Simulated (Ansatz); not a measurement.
# WC (Fm-3m) in Ansatz: reference runs

How does WC come out in PBEsol? The cell is run as given and disturbed.

All numbers are computed with Ansatz 0.2.0; they aren't measurements. Logs are shortened: lines on timing, memory, paths and dates and some standing lists are left out, and cuts for length are marked.

### 1 The crystal as given

Symmetry: Fm-3m, No. 225, cubic system. The conventional cell has a = 4.385 Å, b = 4.385 Å, c = 4.385 Å, α = 90.00°, β = 90.00°, γ = 90.00°. W (site symmetry m-3m) has 6 C at 2.19 Å as nearest neighbours. C (site symmetry m-3m) is surrounded by 6 W at 2.19 Å.

Measurements of this composition are mostly on another form, of space group No. 187.

### 2 Single point, PBEsol

Contents of input.yaml:

```yaml
crystal:
  lattice:
    - [0.0, 2.192684, 2.192684]
    - [2.192684, 0.0, 2.192684]
    - [2.192684, 2.192684, 0.0]
  atoms:
    - { symbol: W, position: [0.0, 0.0, 0.0] }
    - { symbol: C, position: [0.5, 0.5, 0.5] }
kpoints:
  mp_grid: { grid: [10, 10, 10] }
scf:
  occupations: { method: fermi_dirac, width: 0.05 }
hamiltonian:
  xc: pbesol
  pseudopotentials: { kind: all_electron, lapw: { basis_error: 0.001 } }
output:
  forces: true
  stress: true
  eigenvalues: true
  populations: true
```

Potentials or basis: all-electron LAPW, scalar-relativistic.

Command:

```
> ansatz run input.yaml --threads 1 --pin off --max-ram 3072MiB --backend cpu --events-out ev --progress --plain --runs-dir out
```

Output:

```text
Warning: RAYON_NUM_THREADS=1 ignored (pool sized by the plan → 1); use --threads N
W: projections on atomic orbitals take those of the free atom 1s2 2s2 2p6 3s2 3p6 3d10 4s2 4p6 4d10 4f14 5s2 5p6 5d4 6s2, of charge +0.00 (hamiltonian.pseudopotentials.projection_atoms)
C: projections on atomic orbitals take those of the free atom 1s2 2s2 2p2, of charge +0.00 (hamiltonian.pseudopotentials.projection_atoms)
LAPW: plane waves up to 9.393 Å⁻¹, error target 1.0e-3 eV per atom; small_component_spin mean_spin; C in spheres of 0.903 Å, 6 of its electrons in bands, Dirac shells []; W in spheres of 1.290 Å, 44 of its electrons in bands, Dirac shells [] (how accurate: hamiltonian.pseudopotentials.lapw.basis_error, Limitations)
Engine: ansatz 0.2.0, aarch64-unknown-linux-gnu
Pseudopotentials: kind: all_electron
Pseudopotential: W, LAPW, valence charge 44, lapw/all_electron/scalar/gaussian/W, Koelling and Harmon's equation, gaussian nucleus
Pseudopotential: C, LAPW, valence charge 6, lapw/all_electron/scalar/gaussian/C, Koelling and Harmon's equation, gaussian nucleus
Functional definition: PBEsol
  exchange = pbesol_x
  correlation = pbesol_c
Crystal: 2 atoms, lattice volume = 21.084 Å³
Basis set: ecut = 336.11568824292243 eV, 283 PW (Γ), exchange–correlation at level 2
Bands: 30, of which v1, the nominal top of the filled ones, is band 25 counted from 1 (24 counted from 0)
Symmetry: 48 space group operations
Space group: Fm-3m (ITA 225), of the structure as read, at distance tolerance 2.8e-5 Å
k-points: 47 of 1000
Non-local potential: W, projectors of the file, none
Non-local potential: C, projectors of the file, none
Initial density: superposition of atomic densities (chi_scale 0.1, normalization cell, long waves kept (reshape's long-wave potential 0.00 eV rms))
Initial wavefunctions: plane waves of lowest kinetic energy (no species holds an atomic orbital)
Functional: x = pbesol(κ = 0.804, μ = 0.12345679012345678), c = pbesol(β = 0.046)
iter 1 solved again at ethr=9.60e-3 eV; its pass at ethr=1.00e-1 eV (dr2=4.80e0 eV) is discarded
SCF iter   1: F=—  HF=-440107.954635 eV  |F-HF|=—  |Δ(HF+E_count)|=         —  Δρ=1.35e-1  dr2=4.80e0  ethr=9.60e-3  ⟨swp⟩=2.0  Hψ=8717  notcnv=0
preconditioner: auto → Kerker (q_TF=auto, 3.151 Å⁻¹)  [metal: Δε(μ)=0.027 eV  Ē_g=27.346 eV  σ=0.050 eV  W_gap=0.13  n_scr=14 (ndim 8)  ℏωp=44.3 eV  f_vac=0.000  D(μ)=1.10/eV (n_scr^D=14)]
iter 2 solved again at ethr=2.29e-4 eV; its pass at ethr=9.60e-3 eV (dr2=1.15e-1 eV) is discarded
SCF iter   2: F=—  HF=-440106.227703 eV  |F-HF|=—  |Δ(HF+E_count)|=    1.73e0  Δρ=2.42e-2  dr2=1.15e-1  ethr=2.29e-4  ⟨swp⟩=2.0  Hψ=7169  notcnv=0
preconditioner: auto → none  [insulator: Δε(μ)=0.162 eV  Ē_g=28.715 eV  σ=0.050 eV  W_gap=0.62  n_scr=14 (ndim 8)  ℏωp=44.3 eV  f_vac=0.000  D(μ)=0.72/eV (n_scr^D=8)  ε∞_Penn≈3.4]
SCF iter   3: F=—  HF=-440106.180344 eV  |F-HF|=—  |Δ(HF+E_count)|=         —  Δρ=1.12e-2  dr2=1.03e-2  ethr=2.29e-4  ⟨swp⟩=2.1  Hψ=4309  notcnv=0
the basis was enlarged: its passes take 221.4 KiB over the memory plan, 1 of 1 planned eigensolver slots
SCF iter   4: F=—  HF=-440106.178440 eV  |F-HF|=—  |Δ(HF+E_count)|=   1.90e-3  Δρ=3.46e-3  dr2=8.37e-4  ethr=2.07e-5  ⟨swp⟩=2.4  Hψ=4234  notcnv=0
SCF iter   5: F=—  HF=-440106.172666 eV  |F-HF|=—  |Δ(HF+E_count)|=   5.77e-3  Δρ=9.92e-4  dr2=1.45e-4  ethr=1.67e-6  ⟨swp⟩=3.0  Hψ=4309  notcnv=0
SCF iter   6: F=—  HF=-440106.172650 eV  |F-HF|=—  |Δ(HF+E_count)|=   1.65e-5  Δρ=1.01e-4  dr2=2.86e-6  ethr=2.90e-7  ⟨swp⟩=2.3  Hψ=4148  notcnv=0
SCF iter   7: F=—  HF=-440106.172648 eV  |F-HF|=—  |Δ(HF+E_count)|=   1.75e-6  Δρ=2.51e-5  dr2=1.21e-7  ethr=5.71e-9  ⟨swp⟩=2.0  Hψ=4125  notcnv=0
SCF iter   8: F=-440106.172648 eV  HF=-440106.172648 eV  |F-HF|=6.98e-10  |Δ(HF+E_count)|=   8.24e-8  Δρ=3.91e-6  dr2=1.73e-9  ethr=2.42e-10  ⟨swp⟩=2.7  Hψ=4180  notcnv=0
SCF 1 converged in 8 iterations: F = -440106.172648 eV  dr2 = 1.73e-9
SCF converged after 8 iterations
Free energy (F): -440106.172648 eV
Harris-Foulkes:  -440106.172648 eV  (|F-HF|=6.98e-10)
Internal energy: -440106.166257 eV  (E = F + TS)
E sigma→0 (E₀):  -440106.169452 eV
Entropy (-TS):   -0.006391 eV (-3.196 meV/atom)
Fermi energy:    26.669541 eV
--- Per-component energies (eV) ---
  E_band       = -4920.855898
  E_kinetic    = 492719.756762
  E_xc         = -8846.754853
  E_electrostatic = -923979.168166  (all electrons and nuclei)
  E_smearing   = -0.006391  (= −TS)
  E_closure    = 0.000000  (closes the sum)
  E_atoms      = -440084.679543  (free atoms, spherical and without spin; not in F)
  Σ components = -440106.172648   (vs F -440106.172648, Δ=0.00e0)
  Basis errors (estimates in eV, not in F): energy 3.6e-4 per atom: plane waves 3.3e-4 (1.8e-4 summed), levels above the bands 8.5e-86, relativity 3.2e-8, radial functions 3.1e-5, core shells 1.7e-7; eigenvalues (radial functions only) 4.0e-6; not estimated: angular momenta, meshes, grids; target (lapw.basis_error) 1.0e-3; muffin-tin radii C 0.903 Å, W 1.290 Å
--- Forces (eV/Å), atoms counted from 1 ---
  atom   1  W     -0.00000000    -0.00000000     0.00000000
  atom   2  C      0.00000000    -0.00000000    -0.00000000
  max |Σ_I F_I| component: 2.31e-30 eV/Å
--- Stress (GPa, compression-positive) ---
      -10.213254       0.000000       0.000000
        0.000000     -10.213254       0.000000
        0.000000       0.000000     -10.213254
  P = ⅓ Tr σ = -10.2133 GPa (-102.133 kbar)
--- Band table (eV; the first three rows and the last of 47) ---
  k-point 0: bands = ["-392.2525", "-392.2525", "-392.2525", "-238.6807", "-207.5474", "-207.5474", "-207.5352", "-207.5352", "-207.5352", "-48.6799", "-12.7173", "-12.7173", "-12.7173", "-2.9209", "-2.9209", "-2.9209", "-2.9032", "-2.8896", "-2.8896", "-2.8896", "10.8416", "23.8570", "23.8570", "23.8570", "25.5958", "25.5958", "25.5958", "25.6467", "25.6467", "33.0857"]
  k-point 1: bands = ["-392.2525", "-392.2525", "-392.2525", "-238.6807", "-207.5474", "-207.5474", "-207.5352", "-207.5352", "-207.5352", "-48.6764", "-12.7762", "-12.7236", "-12.7236", "-2.9212", "-2.9196", "-2.9196", "-2.9021", "-2.8913", "-2.8913", "-2.8895", "11.1221", "22.9581", "23.4158", "23.4158", "24.4820", "24.4820", "25.9406", "27.7486", "27.7486", "33.6030"]
  k-point 2: bands = ["-392.2525", "-392.2525", "-392.2525", "-238.6807", "-207.5474", "-207.5474", "-207.5352", "-207.5352", "-207.5352", "-48.6671", "-12.9280", "-12.7401", "-12.7401", "-2.9221", "-2.9163", "-2.9163", "-2.8989", "-2.8957", "-2.8957", "-2.8893", "11.9152", "21.3025", "22.0358", "22.0358", "25.0697", "25.0697", "26.3910", "30.1039", "30.1039", "34.6470"]
  k-point 46: bands = ["-392.2525", "-392.2525", "-392.2525", "-238.6807", "-207.5474", "-207.5474", "-207.5352", "-207.5352", "-207.5352", "-48.6302", "-13.1396", "-13.0404", "-12.9335", "-2.9102", "-2.9100", "-2.9099", "-2.9072", "-2.9051", "-2.9037", "-2.8871", "13.8961", "20.5369", "20.6023", "20.6505", "26.3041", "27.8341", "28.9078", "29.9077", "31.6263", "37.6420"]
--- Löwdin populations: 2 sites ---
  site symbol       q [e]
     0      W     73.1643
     1      C      6.7690
  spilling = 0.000834 (of n_electrons = 80.000000)
```

It took 12 s on 1 thread of Arm Neoverse V1, shared host; peak memory 0.32 GiB.

Results:

* Free energy: -440106.1726 eV
* Pressure: -10.2 GPa
* Band gap on the k mesh: none (metal or under the smearing width)
* Loewdin charges: W +0.84; C -0.77 e

Levels at points of the mesh, in eV from the Fermi level:
| k point | band 21 | band 22 | band 23 | band 24 | band 25 | band 26 | band 27 | band 28 | band 29 | band 30 |
| --- | --- | --- | --- | --- | --- | --- | --- | --- | --- | --- |
| (0.00, 0.00, 0.00) | -15.83 | -2.81 | -2.81 | -2.81 | -1.07 | -1.07 | -1.07 | -1.02 | -1.02 | 6.42 |
| (0.00, 0.00, -0.50) | -11.17 | -9.85 | -6.63 | -6.63 | 1.00 | 1.00 | 2.28 | 4.85 | 8.75 | 8.75 |
| (0.00, -0.50, -0.50) | -13.58 | -5.84 | -5.63 | -2.52 | -2.52 | 0.80 | 2.23 | 2.23 | 5.37 | 7.22 |

The run has no spin-orbit coupling, so splittings on W are missing.

### 3 Single point, PBEsol (atoms moved at random, drawn with an rms of 0.05 Å)

Edit input.yaml of step 2 so:

```diff
@@ -6,4 +6,4 @@
   atoms:
-    - { symbol: W, position: [0.0, 0.0, 0.0] }
-    - { symbol: C, position: [0.5, 0.5, 0.5] }
+    - { symbol: W, position: [-0.017418, -0.004818, 0.002798] }
+    - { symbol: C, position: [0.517446, 0.505944, 0.486775] }
 kpoints:
```

Potentials or basis: all-electron LAPW, scalar-relativistic.

Command:

```
> ansatz run input.yaml --threads 1 --pin off --max-ram 3072MiB --backend cpu --events-out ev --progress --plain --runs-dir out
```

Output:

```text
Warning: RAYON_NUM_THREADS=1 ignored (pool sized by the plan → 1); use --threads N
W: projections on atomic orbitals take those of the free atom 1s2 2s2 2p6 3s2 3p6 3d10 4s2 4p6 4d10 4f14 5s2 5p6 5d4 6s2, of charge +0.00 (hamiltonian.pseudopotentials.projection_atoms)
C: projections on atomic orbitals take those of the free atom 1s2 2s2 2p2, of charge +0.00 (hamiltonian.pseudopotentials.projection_atoms)
LAPW: plane waves up to 9.895 Å⁻¹, error target 1.0e-3 eV per atom; small_component_spin mean_spin; C in spheres of 0.854 Å, 6 of its electrons in bands, Dirac shells []; W in spheres of 1.240 Å, 44 of its electrons in bands, Dirac shells [] (how accurate: hamiltonian.pseudopotentials.lapw.basis_error, Limitations)
Engine: ansatz 0.2.0, aarch64-unknown-linux-gnu
[... 60 lines left out ...]
  k-point 1: bands = ["-392.2351", "-392.2345", "-392.2335", "-238.6680", "-207.5290", "-207.5277", "-207.5184", "-207.5180", "-207.5169", "-48.6628", "-12.7691", "-12.7164", "-12.7131", "-2.9033", "-2.9019", "-2.9016", "-2.8860", "-2.8749", "-2.8737", "-2.8719", "11.1263", "22.6323", "23.2390", "23.5305", "24.3994", "24.6092", "25.8805", "27.8973", "28.2032", "33.5505"]
  k-point 2: bands = ["-392.2351", "-392.2345", "-392.2335", "-238.6680", "-207.5290", "-207.5277", "-207.5184", "-207.5180", "-207.5169", "-48.6534", "-12.9213", "-12.7332", "-12.7298", "-2.9041", "-2.8986", "-2.8983", "-2.8829", "-2.8793", "-2.8781", "-2.8717", "11.9192", "21.0963", "22.0013", "22.2040", "25.0051", "25.0615", "26.3226", "30.1964", "30.3946", "34.5862"]
  k-point 503: bands = ["-392.2351", "-392.2345", "-392.2335", "-238.6680", "-207.5290", "-207.5277", "-207.5184", "-207.5180", "-207.5169", "-48.6290", "-13.3010", "-12.7779", "-12.7728", "-2.9071", "-2.8942", "-2.8939", "-2.8856", "-2.8849", "-2.8740", "-2.8717", "15.4251", "16.8727", "20.0342", "20.0675", "27.6366", "27.6823", "28.9476", "31.4084", "35.2264", "35.4899"]
--- Löwdin populations: 2 sites ---
  site symbol       q [e]
     0      W     73.1696
     1      C      6.7634
  spilling = 0.000837 (of n_electrons = 80.000000)
```

It took 3.8 min on 1 thread of Arm Neoverse V1, shared host; peak memory 1.1 GiB.

What came out:

- Free energy: -440106.1342 eV
- Pressure: -8.3 GPa
- Largest force: 0.705 eV/Å
- Band gap on the k mesh: none (metal or under the smearing width)
- Loewdin charges: W +0.83; C -0.76 e

Forces on the atoms (eV/Å):
```
W   -0.076  0.277  0.644
C    0.076 -0.277 -0.644
```

Stress tensor (GPa, compression positive):
```
-10.28  -0.01   0.00
 -0.01  -9.47   0.00
  0.00   0.00  -5.12
```

Levels at points of the mesh, in eV from the Fermi level:
| k point | band 22 | band 23 | band 24 | band 25 | band 26 | band 27 | band 28 | band 29 |
| --- | --- | --- | --- | --- | --- | --- | --- | --- |
| (0.00, 0.00, 0.00) | -3.09 | -3.06 | -2.78 | -2.03 | -1.22 | -0.71 | -0.47 | 0.10 |
| (0.00, 0.00, -0.50) | -9.80 | -6.58 | -6.54 | 0.99 | 1.03 | 2.29 | 4.68 | 8.48 |
| (0.00, -0.50, 0.00) | -9.81 | -6.58 | -6.53 | 0.99 | 1.02 | 2.29 | 4.66 | 8.45 |
| (0.00, -0.50, -0.50) | -5.99 | -5.60 | -2.61 | -2.26 | 0.99 | 2.26 | 2.26 | 5.43 |
| (-0.50, 0.00, 0.00) | -9.75 | -6.61 | -6.60 | 1.00 | 1.05 | 2.32 | 4.82 | 8.62 |
| (-0.50, 0.00, -0.50) | -5.96 | -5.60 | -2.59 | -2.29 | 0.97 | 2.26 | 2.26 | 5.38 |
| (-0.50, -0.50, 0.00) | -5.84 | -5.57 | -2.51 | -2.45 | 0.87 | 2.25 | 2.26 | 5.13 |
| (-0.50, -0.50, -0.50) | -9.77 | -6.61 | -6.57 | 1.00 | 1.04 | 2.31 | 4.77 | 8.59 |

Spin-orbit coupling is left out, which matters for the levels of W.
